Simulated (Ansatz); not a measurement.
# Rb under changes of volume

One of the cells (88.043 Å³/atom); the others are scaled copies at fixed shape and fractional positions:

```
Rb
1.0
    -2.80250    2.80250    2.80250
     2.80250   -2.80250    2.80250
     2.80250    2.80250   -2.80250
Rb
1
Direct
  0.00000 0.00000 0.00000
```

- Program: Ansatz 0.2.0
- Functional: PBE
- Potentials or basis: all-electron LAPW, scalar-relativistic
- Cutoff: 57 eV (chosen from the basis error)
- Basis error allowed: 0.0005 eV/atom
- k mesh: 7 × 7 × 7
- Occupations: fermi-dirac, width 0.05 eV
- Spin: no spin polarisation

```tsv
volume (Å³/atom)	energy over the lowest point (meV/atom)	pressure (GPa)
82.761	7.17	0.3
84.522	4.21	0.2
86.283	2.09	0.2
88.043	0.73	0.1
89.804	0.05	0.0
91.565	0.00	0.0
93.326	?	?
```

**Question.** What does the run at 93.326 Å³/atom give?

**Answer.** Energy over the lowest point 0.53 meV/atom; pressure -0.1 GPa.

Worked out: A Birch-Murnaghan fit of order 3 (a polynomial in V^(-2/3)) to the other rows has its minimum at 90.84 Å³/atom with B0 = V·E''(V) = 2.8 GPa and B' = 4.0. It gives 0.51 meV/atom at 93.326 Å³/atom, against the run's 0.53, and -dE/dV = -0.1 GPa, against -0.1.

Energies are extrapolated to zero smearing.

The runs don't all hold the same shells in valence.
